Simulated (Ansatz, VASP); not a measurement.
# One calculation of SnO2, two programs

Contents of INCAR:

```
SYSTEM = SnO2
PREC = Accurate ; ENCUT = 520
EDIFF = 1E-6 ; ISMEAR = -1
SIGMA = 0.03 ; LREAL = .False.
LASPH = .True. ; NELM = 60
ALGO = Normal ; ISIF = 2
LWAVE = .False. ; LCHARG = .False.
GGA = PE ; NBANDS = 35
```

The input KPOINTS:

```
Automatic mesh
0
Gamma
  4 4 6
  0 0 0
```

The input POSCAR:

```
SnO2
1.0
    4.8320970000      0.0000000000      0.0000000000
    0.0000000000      4.8320970000      0.0000000000
    0.0000000000      0.0000000000      3.1864000000
Sn O
2 4
Direct
    0.0000000000      0.0000000000      0.0000000000
    0.5000000000      0.5000000000      0.5000000000
    0.3056200000      0.3056200000      0.0000000000
    0.1943800000      0.8056200000      0.5000000000
    0.6943800000      0.6943800000      0.0000000000
    0.8056200000      0.1943800000      0.5000000000
```

Input for Ansatz:

```yaml
crystal:
  lattice:
    - [4.832097, 0.0, 0.0]
    - [0.0, 4.832097, 0.0]
    - [0.0, 0.0, 3.1864]
  atoms:
    - { symbol: Sn, position: [0.0, 0.0, 0.0] }
    - { symbol: Sn, position: [0.5, 0.5, 0.5] }
    - { symbol: O, position: [0.30562, 0.30562, 0.0] }
    - { symbol: O, position: [0.19438, 0.80562, 0.5] }
    - { symbol: O, position: [0.69438, 0.69438, 0.0] }
    - { symbol: O, position: [0.80562, 0.19438, 0.5] }
kpoints:
  mp_grid: { grid: [4, 4, 6] }
  band_path:
    path:
      - [0.0, 0.0, 0.0]
      - [0.0, 0.5, 0.0]
      - [0.5, 0.5, 0.0]
      - [0.0, 0.0, 0.0]
      - [0.0, 0.0, 0.5]
      - [0.0, 0.5, 0.5]
      - [0.5, 0.5, 0.5]
      - [0.0, 0.0, 0.5]
      - [0.0, 0.5, 0.0]
    npoints: 5
scf:
  occupations: { method: fermi_dirac, width: 0.03 }
hamiltonian:
  xc: pbe
  pseudopotentials: { kind: all_electron, lapw: { basis_error: 0.001 } }
output:
  forces: true
  stress: true
  eigenvalues: true
```

Change from the starting cell: equal xx and yy strain of +2 %.

Alike in both runs: task single point; functional PBE; k mesh 4 × 4 × 6; occupations fermi-dirac, width 0.03 eV; no spin polarisation.

```csv
,VASP,Ansatz
version,VASP 6.6.1,Ansatz 0.2.0
potentials or method,"VASP PAW PBE potentials, release 64 (Sn_d, O)","all-electron LAPW, scalar-relativistic"
plane-wave cutoff (eV),520,see its input
```

```csv
,VASP,Ansatz,Ansatz less VASP
pressure (GPa),3.8,3.1,-0.67
largest component of the traceless stress (GPa),3.03,2.80,-0.227
rms of the force components (eV/Å),0.011,0.021,+0.0107
```

Atom by atom the forces differ by 0.011 eV/Å (rms over components). Ansatz ran all-electron here, so the differences hold the error of VASP's frozen core and of both bases.

Caveats: spin-orbit coupling is left out, which moves the levels of the heavy elements.
